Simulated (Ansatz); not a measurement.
Write the native input for Ansatz 0.2.0 that does the following.

| Item | Value |
| --- | --- |
| Task | band structure |
| Functional | PBEsol |
| Potentials or basis | all-electron PAW datasets made for the crystal |
| Cutoff | 280 eV (chosen from the basis error) |
| k mesh | 9 × 9 × 7 |
| Occupations | fermi-dirac, width 0.05 eV |
| Spin | no spin polarisation |

Crystal: CuAu.

```
Au Cu
1.0
     2.81075    0.00000    0.00000
     0.00000    2.81075    0.00000
     0.00000    0.00000    3.68500
Au Cu
1 1
Direct
  0.00000 0.00000 0.00000
  0.50000 0.50000 0.50000
```

One way to write it, as run:

input.yaml

```yaml
crystal:
  lattice:
    - [2.8107494552, 0.0, 0.0]
    - [0.0, 2.8107494552, 0.0]
    - [0.0, 0.0, 3.685]
  atoms:
    - { symbol: Au, position: [0.0, 0.0, 0.0] }
    - { symbol: Cu, position: [0.5, 0.5, 0.5] }
kpoints:
  mp_grid: { grid: [9, 9, 7] }
  band_path:
    path:
      - [0.0, 0.0, 0.0]
      - [0.0, 0.5, 0.0]
      - [0.5, 0.5, 0.0]
      - [0.0, 0.0, 0.0]
      - [0.0, 0.0, 0.5]
      - [0.0, 0.5, 0.5]
      - [0.5, 0.5, 0.5]
      - [0.0, 0.0, 0.5]
    npoints: 6
scf:
  occupations: { method: fermi_dirac, width: 0.05 }
hamiltonian:
  xc: pbesol
  pseudopotentials: { kind: all_electron, datasets: crystal }
output:
  forces: true
  stress: true
  eigenvalues: true
```

Potentials or basis: all-electron PAW datasets made for the crystal.

Launch:

```sh
$ ansatz run input.yaml --threads 1 --pin off --max-ram 3072MiB --backend cpu --events-out ev --progress --plain --runs-dir out
```

It gave:

The pressure is -4.0 GPa and the band gap along the path is none (metal or under the smearing width).

Caveat: spin-orbit coupling is left out, which moves the levels of the heavy elements.

Run time: 21 s on 1 thread of Arm Neoverse V1, on a shared host, peak memory 0.58 GiB.
